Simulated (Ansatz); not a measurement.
# Zr under strain

Method: DFT PBE, scalar-relativistic, plane waves, PAW in Ansatz 0.2.0. Run with 420 eV cutoff, 15×15×8 k-mesh, Gaussian smearing of 0.10 eV, no spin polarisation.

Starting point, cell and atoms relaxed:

```yaml
crystal:
  lattice:
    - [3.23189, 0.00000, 0.00000]
    - [-1.61595, 2.79890, 0.00000]
    - [0.00000, 0.00000, 5.17008]
  atoms:
    - { symbol: Zr, position: [0.33333, 0.66667, 0.25000] }
    - { symbol: Zr, position: [0.66667, 0.33333, 0.75000] }
```

Deformation: biaxial strain in the a-b plane, with the length and tilt of c and the atoms relaxed, all within the symmetry that the strain leaves. Energies are extrapolated to zero smearing.

```tsv
strain (%)	ΔE (meV/atom)	a (Å)	b (Å)	c (Å)
-4.5	43.4	3.086	3.086	5.407
-3.0	20.0	3.135	3.135	5.315
-1.5	5.3	3.183	3.183	5.235
+0.0	0.0	3.232	3.232	5.170
+1.5	5.1	3.280	3.280	5.113
+3.0	20.0	3.329	3.329	5.058
+4.5	43.9	3.377	3.377	5.002
```

Problem. What stiffness (1/V) d²E/dε² at zero strain does a cubic fit over all points give?

Solution. A cubic fit gives (1/V) d²E/dε² = 294 GPa at zero strain (twice the biaxial modulus).

Problem. How does the free axis c answer a small strain?

Solution. Between the innermost points its strain is -0.79 times the applied one.